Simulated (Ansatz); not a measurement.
## CuI: the gap against volume

CuI, F-43m, a = 6.078 Å. Ansatz: PBE, PAW, 420 eV, Γ-centred 8×8×8 mesh on 2 atoms, Gaussian smearing 0.02 eV; no spin polarisation. Symmetry fixes shape and atoms, so the cell is only scaled; x = ln(V/V0) with V0 = 28.067 Å³/atom. The gap is read at the mesh points alone.

```
      x gap y (eV)
-0.0619           ?
-0.0305       1.183
 0.0000       1.102
 0.0296       1.029
 0.0583       0.961
```

Fit a straight line to the other rows, give the volume deformation potential of the gap and its pressure coefficient, and predict the missing gap. B0 = 39.0 GPa.

Means x = 0.01435, y = 1.0688; Σ(Δx)² = 0.004382, ΣΔxΔy = -0.01094; the slope is their ratio. y = 1.105 − 2.497 x. The slope is the deformation potential a = dE_g/d ln V = -2.50 eV, and dE_g/dP = −a/B0 = 64.0 meV/GPa. At x = -0.0619 the fit asked for gives 1.260 eV. The run gave 1.271 eV, so the fit is 0.011 eV too low, 3.5 % of the span of the series, against an rms of 0.002 eV on the fitted rows. The row lies outside the fitted range. With a term in x² added, a fit to the same known rows predicts 1.270 eV, so most of the miss is curvature that the known rows already hold.

Spin-orbit coupling is left out, which matters for the bands of heavy elements. Semilocal functionals give gaps under the measured ones; changes of the gap mostly carry over better.